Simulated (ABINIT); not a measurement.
# ZrB2 (P6/mmm) in ABINIT: notebook

One crystal, ZrB2, is run at these levels: WC, LDA, PBE; tasks: band structure, equation of state.

All numbers are computed with ABINIT 10.8.3 (patched build); they aren't measurements. Logs are shortened: lines on timing, memory, paths and dates and some standing lists are left out, and cuts for length are marked. The log counts tension as positive stress, the text compression.

## 1. Starting point

The structure is hexagonal, space group P6/mmm (No. 191). The conventional cell has a = 3.170 Å, b = 3.170 Å, c = 3.533 Å, α = 90.00°, β = 90.00°, γ = 120.00°. Around Zr (site symmetry 6/mmm) lie 12 B at 2.54 Å. B (site symmetry -6m2) has 3 B at 1.83 Å as nearest neighbours.

## 2. Band structure, WC, spin-orbit coupling, no magnetisation

run.abi reads:

```
ndtset 2

pp_dirpath "./"
pseudos "Zr.GGA_PBE-JTH.xml, B.GGA_PBE-JTH.xml"

acell 3*1.0
rprim
     5.9904318151     0.0000000000     0.0000000000
    -2.9952159075     5.1878661315     0.0000000000
     0.0000000000     0.0000000000     6.6764023983
ntypat 2
znucl 40 5
natom 3
typat 1 2 2
xred
     0.0000000000     0.0000000000     0.0000000000
     0.6666666667     0.3333333333     0.5000000000
     0.3333333333     0.6666666667     0.5000000000

ecut 17.0
pawecutdg 34.0

ixc 23

occopt 3
tsmear 0.00183747

nspinor 2
nspden 1
pawspnorb 1

nstep 100

iomode 3
prtwf 0
prteig 0
prtebands 0
prtden1 1

kptopt1 4
ngkpt1 10 10 8
nshiftk1 1
shiftk1 0.0 0.0 0.0
nband1 26
tolvrs1 1.0e-9

iscf2 -2
getden2 1
nband2 38
nbdbuf2 8
tolwfr2 1.0e-11
kptopt2 -7
ndivsm2 8
prteig2 1
prtvol2 -3
kptbounds2
     0.0000000000     0.0000000000     0.0000000000
     0.5000000000     0.0000000000     0.0000000000
     0.3333333333     0.3333333333     0.0000000000
     0.0000000000     0.0000000000     0.0000000000
     0.0000000000     0.0000000000     0.5000000000
     0.5000000000     0.0000000000     0.5000000000
     0.3333333333     0.3333333333     0.5000000000
     0.0000000000     0.0000000000     0.5000000000
```

Potentials or basis: JTH PAW PBE v2.0.

On the command line:

```bash
$ abinit run.abi > log 2>&1
```

run.abo:

```text
.Version 10.8.3 of ABINIT
 DATASET    1 : space group P6 2 2 (#177); Bravais hP (primitive hexag.)
================================================================================
 Values of the parameters that define the memory need for DATASET  1.
     intxc =       0    ionmov =       0      iscf =      17    lmnmax =      18
     lnmax =       6     mgfft =      27  mpssoang =       3    mqgrid =    3001
     natom =       3  nloc_mem =       2    nspden =       1   nspinor =       2
    nsppol =       1      nsym =      12    n1xccc =       1    ntypat =       2
    occopt =       3   xclevel =       2
       mpw =         720          nfft =       15552          nkpt =          82
 PAW method is used; the additional fine FFT grid is defined by:
   mgfftf=        36    nfftf =     36864
================================================================================
================================================================================

 DATASET    2 : space group P6 2 2 (#177); Bravais hP (primitive hexag.)
================================================================================
 Values of the parameters that define the memory need for DATASET  2.
     intxc =       0    ionmov =       0      iscf =      -2    lmnmax =      18
     lnmax =       6     mgfft =      27  mpssoang =       3    mqgrid =    3001
     natom =       3  nloc_mem =       2    nspden =       1   nspinor =       2
    nsppol =       1      nsym =      12    n1xccc =       1    ntypat =       2
    occopt =       3   xclevel =       2
       mpw =         717          nfft =       15552          nkpt =          88
 PAW method is used; the additional fine FFT grid is defined by:
   mgfftf=        36    nfftf =     36864
================================================================================
================================================================================

--------------------------------------------------------------------------------
------------- Echo of variables that govern the present computation ------------
--------------------------------------------------------------------------------
 -outvars: echo values of preprocessed input variables --------
            acell      1.0000000000E+00  1.0000000000E+00  1.0000000000E+00 Bohr
              amu      9.12240000E+01  1.08110000E+01
             ecut      1.70000000E+01 Hartree
           getden1          0
           getden2          1
             iscf1         17
             iscf2         -2
              ixc          23
           jdtset        1    2
           kptopt1          4
           kptopt2         -7
         kptrlatt       10    0    0      0   10    0      0    0    8
          kptrlen1     5.34112192E+01
          kptrlen2     3.00000000E+01
            natom           3
            nband1         26
            nband2         38
           nbdbuf1          0
           nbdbuf2          8
           ndtset           2
           ndivsm1          0
           ndivsm2          8
            ngfft          24      24      27
          ngfftdg          32      32      36
             nkpt1         82
             nkpt2         88
          nspinor           2
            nstep         100
             nsym          12
           ntypat           2
           occopt           3
        pawcpxocc           2
        pawecutdg      3.40000000E+01 Hartree
        pawspnorb           1
         pawxcdev           0
        prtebands           0
           prteig1          0
           prteig2          1
           prtvol1          0
           prtvol2         -3
            prtwf           0
            rprim      5.9904318151E+00  0.0000000000E+00  0.0000000000E+00
                      -2.9952159075E+00  5.1878661315E+00  0.0000000000E+00
                       0.0000000000E+00  0.0000000000E+00  6.6764023983E+00
           shiftk1     0.00000000E+00  0.00000000E+00  0.00000000E+00
           shiftk2     5.00000000E-01  5.00000000E-01  5.00000000E-01
          spgroup         177
           tolvrs1     1.00000000E-09
           tolvrs2     0.00000000E+00
           tolwfr1     0.00000000E+00
           tolwfr2     1.00000000E-11
           tsmear      1.83747000E-03 Hartree
            typat      1  2  2
[... 243 lines left out ...]
  GGA: Wu Cohen functional - ixc=23
  Z. Wu and R. E. Cohen, PRB 73, 235116 (2006)

 Real(R)+Recip(G) space primitive vectors, cartesian coordinates (Bohr,Bohr^-1):
 R(1)=  5.9904318  0.0000000  0.0000000  G(1)=  0.1669329  0.0963787  0.0000000
 R(2)= -2.9952159  5.1878661  0.0000000  G(2)=  0.0000000  0.1927575  0.0000000
 R(3)=  0.0000000  0.0000000  6.6764024  G(3)=  0.0000000  0.0000000  0.1497813
 Unit cell volume ucvol=  2.0748628E+02 bohr^3
 Angles (23,13,12)=  9.00000000E+01  9.00000000E+01  1.20000000E+02 degrees

 Coarse grid specifications (used for wave-functions):

 getcut: wavevector=  0.0000  0.0000  0.0000  ngfft=  24  24  27
         ecut(hartree)=     17.000   => boxcut(ratio)=   2.09817

 Fine grid specifications (used for densities):

 getcut: wavevector=  0.0000  0.0000  0.0000  ngfft=  32  32  36
         ecut(hartree)=     34.000   => boxcut(ratio)=   2.03511
--------------------------------------------------------------------------------

================================================================================
 Non-SCF case, kpt    1 (  0.00000  0.00000  0.00000), residuals and eigenvalues=
  2.39E-12  4.03E-12  1.99E-12  5.53E-12  1.86E-12  7.63E-12  4.40E-12  6.31E-12
  2.87E-12  6.15E-12  2.03E-12  2.64E-12  3.72E-12  8.36E-12  2.89E-12  4.21E-12
  2.83E-12  4.51E-12  4.88E-12  6.37E-12  2.46E-12  5.12E-12  3.36E-12  8.94E-12
  2.47E-12  4.79E-12  3.69E-12  9.18E-12  6.69E-12  6.91E-12  1.18E-12  5.43E-12
  1.58E-12  1.67E-12  6.64E-12  3.04E-11  9.12E-08  1.07E-07
 -1.3290E+00 -1.3290E+00 -5.5857E-01 -5.5857E-01 -4.9910E-01 -4.9910E-01
 -4.8633E-01 -4.8633E-01 -1.0242E-02 -1.0242E-02  3.5968E-01  3.5968E-01
  3.6068E-01  3.6068E-01  3.6081E-01  3.6081E-01  3.7118E-01  3.7118E-01
  5.7982E-01  5.7982E-01  5.8221E-01  5.8221E-01  6.0858E-01  6.0858E-01
  6.1171E-01  6.1171E-01  6.3651E-01  6.3651E-01  6.4512E-01  6.4512E-01
[... 1119 lines left out ...]
  9.9594E-01  9.9594E-01
 Non-SCF case, kpt   88 (  0.00000  0.00000  0.50000), residuals and eigenvalues=
  8.24E-12  8.82E-12  4.79E-12  9.81E-12  3.95E-12  8.34E-12  1.03E-12  2.25E-12
  1.49E-12  2.43E-12  2.35E-12  4.19E-12  2.55E-12  5.53E-12  5.85E-13  4.71E-12
  1.25E-12  4.35E-12  7.98E-12  2.36E-12  3.59E-12  7.16E-12  8.54E-13  8.04E-12
  7.80E-13  1.47E-12  2.02E-12  3.65E-12  2.05E-12  3.65E-12  5.05E-12  6.97E-12
  3.78E-11  2.24E-10  3.73E-11  1.30E-09  5.12E-08  1.58E-06
 -1.3283E+00 -1.3283E+00 -5.6482E-01 -5.6482E-01 -5.0550E-01 -5.0550E-01
 -4.8530E-01 -4.8530E-01  6.5275E-02  6.5275E-02  2.0056E-01  2.0056E-01
  4.2186E-01  4.2186E-01  4.2197E-01  4.2197E-01  4.6767E-01  4.6767E-01
  4.6890E-01  4.6890E-01  4.8298E-01  4.8298E-01  4.8646E-01  4.8646E-01
  5.2335E-01  5.2335E-01  6.4233E-01  6.4233E-01  7.2189E-01  7.2189E-01
  8.5220E-01  8.5220E-01  8.8278E-01  8.8278E-01  8.8484E-01  8.8484E-01
  9.9830E-01  9.9830E-01

--- !ResultsGS
iteration_state: {dtset: 2, }
comment   : Summary of ground state results
lattice_vectors:
- [  5.9904318,   0.0000000,   0.0000000, ]
- [ -2.9952159,   5.1878661,   0.0000000, ]
- [  0.0000000,   0.0000000,   6.6764024, ]
lattice_lengths: [   5.99043,    5.99043,    6.67640, ]
lattice_angles: [ 90.000,  90.000, 120.000, ] # degrees, (23, 13, 12)
lattice_volume:   2.0748628E+02
convergence: {deltae:  0.000E+00, res2:  0.000E+00, residm:  9.997E-12, diffor:  0.000E+00, }
etotal    :  -5.33732261E+01
entropy   :   0.00000000E+00
fermie    :   4.53082677E-01
cartesian_stress_tensor: null
pressure_GPa: null
xred      :
- [  0.0000E+00,   0.0000E+00,   0.0000E+00, Zr]
- [  6.6667E-01,   3.3333E-01,   5.0000E-01,  B]
- [  3.3333E-01,   6.6667E-01,   5.0000E-01,  B]
cartesian_forces: null
force_length_stats: {min: null, max: null, mean: null, }
...

 Integrated electronic density in atomic spheres:
 ------------------------------------------------
 Atom  Sphere_radius  Integrated_density
    1        2.22030          9.12958720
    2        1.70617          1.81399809
    3        1.70617          1.81399809

================================================================================

 ----iterations are completed or convergence reached----

 Mean square residual over all n,k,spin=   43.677E-13; max=  99.971E-13
 reduced coordinates (array xred) for    3 atoms
       0.000000000000      0.000000000000      0.000000000000
       0.666666666667      0.333333333333      0.500000000000
       0.333333333333      0.666666666667      0.500000000000

 cartesian coordinates (angstrom) at end:
    1      0.00000000000000     0.00000000000000     0.00000000000000
    2      1.58499999894314     0.91510017604762     1.76649999880083
    3      0.00000000001764     1.83020035209524     1.76649999880083
 length scales=  1.000000000000  1.000000000000  1.000000000000 bohr
              =  0.529177210544  0.529177210544  0.529177210544 angstroms
 Eigenvalues (hartree) for nkpt=  88  k points:
 kpt#   1, nband= 38, wtk=  1.00000, kpt=  0.0000  0.0000  0.0000 (reduced coord)
  -1.32904   -1.32904   -0.55857   -0.55857   -0.49910   -0.49910   -0.48633   -0.48633
  -0.01024   -0.01024    0.35968    0.35968    0.36068    0.36068    0.36081    0.36081
   0.37118    0.37118    0.57982    0.57982    0.58221    0.58221    0.60858    0.60858
   0.61171    0.61171    0.63651    0.63651    0.64512    0.64512    0.64754    0.64754
   0.74404    0.74404    0.79598    0.79598    1.02603    1.02603
 kpt#   2, nband= 38, wtk=  1.00000, kpt=  0.0357  0.0000  0.0000 (reduced coord)
  -1.32899   -1.32899   -0.55867   -0.55867   -0.49920   -0.49920   -0.48664   -0.48664
  -0.00929   -0.00929    0.35719    0.35719    0.36031    0.36031    0.36175    0.36175
   0.37008    0.37008    0.57990    0.57990    0.58315    0.58315    0.60139    0.60139
   0.60521    0.60521    0.64107    0.64107    0.65167    0.65167    0.65515    0.65515
   0.74068    0.74068    0.79796    0.79796    1.02836    1.03173
 kpt#   3, nband= 38, wtk=  1.00000, kpt=  0.0714  0.0000  0.0000 (reduced coord)
  -1.32883   -1.32883   -0.55894   -0.55894   -0.49951   -0.49951   -0.48751   -0.48751
  -0.00646   -0.00646    0.34900    0.34900    0.36034    0.36034    0.36445    0.36445
   0.36696    0.36696    0.57842    0.57842    0.58559    0.58559    0.58790    0.58790
   0.59501    0.59501    0.65297    0.65297    0.66253    0.66253    0.67267    0.67267
[... 497 lines left out ...]
   0.52632    0.52632    0.66127    0.66127    0.72989    0.72989    0.84757    0.84757
   0.88358    0.88358    0.89122    0.89122    0.98903    0.98903
 kpt#  87, nband= 38, wtk=  1.00000, kpt=  0.0208  0.0208  0.5000 (reduced coord)
  -1.32828   -1.32828   -0.56485   -0.56485   -0.50562   -0.50562   -0.48560   -0.48560
   0.06546    0.06546    0.20199    0.20199    0.41240    0.41240    0.41406    0.41406
   0.47624    0.47624    0.47693    0.47693    0.48056    0.48056    0.48659    0.48659
   0.52409    0.52409    0.64747    0.64747    0.72393    0.72393    0.85121    0.85121
   0.88331    0.88331    0.88587    0.88587    0.99594    0.99594
 kpt#  88, nband= 38, wtk=  1.00000, kpt=  0.0000  0.0000  0.5000 (reduced coord)
  -1.32833   -1.32833   -0.56482   -0.56482   -0.50550   -0.50550   -0.48530   -0.48530
   0.06528    0.06528    0.20056    0.20056    0.42186    0.42186    0.42197    0.42197
   0.46767    0.46767    0.46890    0.46890    0.48298    0.48298    0.48646    0.48646
   0.52335    0.52335    0.64233    0.64233    0.72189    0.72189    0.85220    0.85220
   0.88278    0.88278    0.88484    0.88484    0.99830    0.99830

== END DATASET(S) ==============================================================
================================================================================

 -outvars: echo values of variables after computation  --------
            acell      1.0000000000E+00  1.0000000000E+00  1.0000000000E+00 Bohr
           etotal1    -5.3373226138E+01
            fcart1    -1.8728791918E-30  1.4056994972E-29 -0.0000000000E+00
                       9.3643959591E-31 -9.1370467320E-29 -0.0000000000E+00
                       9.3643959591E-31  7.7313472347E-29 -0.0000000000E+00
            rprim      5.9904318151E+00  0.0000000000E+00  0.0000000000E+00
                      -2.9952159075E+00  5.1878661315E+00  0.0000000000E+00
                       0.0000000000E+00  0.0000000000E+00  6.6764023983E+00
           strten1     1.2447238882E-04  1.2447238888E-04  1.0857534185E-04
                       0.0000000000E+00  0.0000000000E+00 -9.7870686603E-14
           xangst      0.0000000000E+00  0.0000000000E+00  0.0000000000E+00
                       1.5849999989E+00  9.1510017605E-01  1.7664999988E+00
                       1.7639261488E-11  1.8302003521E+00  1.7664999988E+00
             xred      0.0000000000E+00  0.0000000000E+00  0.0000000000E+00
                       6.6666666667E-01  3.3333333333E-01  5.0000000000E-01
                       3.3333333333E-01  6.6666666667E-01  5.0000000000E-01
 Calculation completed.
```

Wall time 2.7 min (1 thread of Arm Neoverse V1, shared host); peak memory 0.16 GiB.

What came out:

```
Free energy                                           : -1452.3595 eV
Pressure                                              : -3.5 GPa
Band gap on the k mesh                                : none (metal or under the smearing width)
Valence electrons inside the program's atomic spheres : Zr 9.13; B 1.81
```

Stress tensor (GPa, compression positive):
```
-3.66  0.00  0.00
 0.00 -3.66  0.00
 0.00  0.00 -3.19
```

Levels at the corners of the path, in eV from the Fermi level:
```csv
point,band 15,band 16,band 17,band 18,band 19,band 20,band 21,band 22
Γ,-2.51,-2.51,-2.23,-2.23,3.45,3.45,3.51,3.51
M,-2.94,-2.94,-2.60,-2.60,2.35,2.35,2.39,2.39
K,-2.37,-2.37,-2.35,-2.35,1.62,1.62,1.68,1.68
Γ,-2.51,-2.51,-2.23,-2.23,3.45,3.45,3.51,3.51
A,-0.85,-0.85,0.40,0.40,0.43,0.43,0.81,0.81
L,-4.04,-4.04,-1.89,-1.89,3.82,3.82,4.20,4.20
H,-2.63,-2.63,-2.52,-2.52,4.17,4.17,6.10,6.10
A,-0.85,-0.85,0.40,0.40,0.43,0.43,0.81,0.81
```

Caveat: the PAW data sets were made with another functional, which shifts forces and pressure a little.

(Part 1 of 2 ends here.)
